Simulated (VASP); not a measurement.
Here is a VASP 6.6.1 calculation.

INCAR

```
SYSTEM = Ru
  PREC = Accurate
  ENCUT = 520
  EDIFF = 1E-7
  ISMEAR = 1
  SIGMA = 0.1
  LREAL = .FALSE.
  LASPH = .TRUE.
  NELM = 100
  ALGO = Normal
  ISIF = 2
  LWAVE = .FALSE.
  LCHARG = .TRUE.
  LDIPOL = .TRUE.
  IDIPOL = 3
  DIPOL = 0.5 0.5 0.500
  GGA = PS
  LVHAR = .TRUE.
  LVACPOTAV = .TRUE.
  KPAR = 2
```

KPOINTS

```
regular mesh
0
G
  14 14 1
  0 0 0
```

Contents of POSCAR:

```
Ru                                      
1.0
    2.6898417900      0.0000000000      0.0000000000
   -1.3449209000      2.3294712900      0.0000000000
    0.0000000000      0.0000000000     27.6699343500
  Ru            
     4
Selective dynamics
Direct
     0.3333330000000032    0.6666669999999968    0.3848095399999991   F   F   F
     0.6666669999999968    0.3333330000000032    0.4590298907872477   T   T   T
     0.3333330000000032    0.6666669999999968    0.5362446858850467   T   T   T
     0.6666669999999968    0.3333330000000032    0.6104594553131912   T   T   T
```

Potentials or basis: VASP PAW PBE potentials, release 64 (Ru_pv).

The run is started by

```console
$ cat potpaw_PBE.64/Ru_pv/POTCAR > POTCAR
$ mpirun -np 2 vasp_std > vasp.out
```

Estimate the work function of the upper face.

5.19 eV.

What does it give for the work function of the lower face?

5.19 eV.

Predict the band gap on the k mesh.

none (metal or under the smearing width).

Forces on the atoms (eV/Å):
```
Ru   0.000  0.000  0.003
Ru   0.000  0.000 -0.001
Ru   0.000  0.000 -0.001
Ru   0.000  0.000 -0.001
```

Caveat: the PAW data sets were made with another functional, which shifts forces and pressure a little.
